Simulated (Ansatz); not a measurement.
BeTe:

```
CELL_PARAMETERS angstrom
0.00000 2.77000 2.77000
2.77000 0.00000 2.77000
2.77000 2.77000 0.00000
ATOMIC_POSITIONS crystal
Te 0.75000 0.75000 0.75000
Be 0.00000 0.00000 0.00000
```

Base run:

| Property | Result |
| --- | --- |
| Program | Ansatz 0.2.0 |
| Functional | PBE |
| Potentials or basis | Ansatz PAW |
| Cutoff | 420 eV (not typed: the program's choice for these potentials) |
| k mesh | 8 × 8 × 8 |
| Occupations | fermi-dirac, width 0.05 eV |
| Spin | no spin polarisation |

Its results: band gap on the k mesh 1.86 eV, indirect (least direct gap 3.59 eV); pressure 4.3 GPa.

Task: The run is repeated on the same cell with these changes: functional from PBE to LDA. What comes out?

Result: Band gap on the k mesh 1.77 eV, indirect (least direct gap 3.58 eV); pressure 0.5 GPa.

LDA binds more tightly than PBE, so the same cell stands under less pressure.

Caveats: spin-orbit coupling is left out, which moves the levels of the heavy elements; the PAW data sets come from PBE, with cores solved anew for the run's functional, which leaves a small shift of forces and pressure (some runs).
